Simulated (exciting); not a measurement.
Wanted: the native input for an exciting (release sodium) run.

```yaml
Task: single point
Functional: RPBE
Potentials_or_basis: all-electron LAPW+lo, shipped species files, valence relativity iora*
rgkmax: 9
k_mesh: 9 × 9 × 9
Occupations: gaussian, width 0.02 eV
Spin: no spin polarisation
outputlevel: normal
gmaxvr_cutoff_of_density_and_potential: 14 1/bohr
lmaxapw_and_lmaxmat: 10
lmaxvr: 8
nempty: 8
Valence_relativity: iora*
epsengy: 1e-05 Ha
epspot: 1e-05 Ha
maxscl: 60
Muffin-tin_radii: Pb 2.3 bohr
```

The system is Pb.

```
CELL_PARAMETERS angstrom
-1.97966 1.97966 1.97966
1.97966 -1.97966 1.97966
1.97966 1.97966 -1.97966
ATOMIC_POSITIONS crystal
Pb 0.00000 0.00000 0.00000
```

This isn't the form of Pb at room conditions, which is fcc.

These files were run (other wordings do the same):

input.xml

```xml
<input>
  <title>Pb</title>
  <structure speciespath="./" tshift="false">
    <crystal scale="1">
      <basevect>-3.741014401058 3.741014401058 3.741014401058</basevect>
      <basevect>3.741014401058 -3.741014401058 3.741014401058</basevect>
      <basevect>3.741014401058 3.741014401058 -3.741014401058</basevect>
    </crystal>
    <species speciesfile="Pb.xml" rmt="2.3">
      <atom coord="0.000000000000 0.000000000000 0.000000000000"/>
    </species>
  </structure>
  <groundstate do="fromscratch" ngridk="9 9 9" rgkmax="9" gmaxvr="14" lmaxapw="10" lmaxmat="10" lmaxvr="8" stype="Gaussian" swidth="0.00073499" nempty="8" ValenceRelativity="iora*" epsengy="1e-05" epspot="1e-05" maxscl="60" tforce="true" outputlevel="normal">
    <libxc exchange="XC_GGA_X_RPBE" correlation="XC_GGA_C_PBE"/>
  </groundstate>
</input>
```

Potentials or basis: all-electron LAPW+lo, shipped species files, valence relativity iora*.

Launch:

```console
$ OMP_NUM_THREADS=1 exciting_smp
```

It gave:

```yaml
Band_gap_on_the_k_mesh: none (metal or under the smearing width)
All_electrons_inside_the_program's_atomic_spheres: Pb 79.06 (radii Pb 2.3 bohr)
```

It took 24 s on 1 thread of Arm Neoverse V2, with other jobs on the host, peak memory 0.1 GiB.
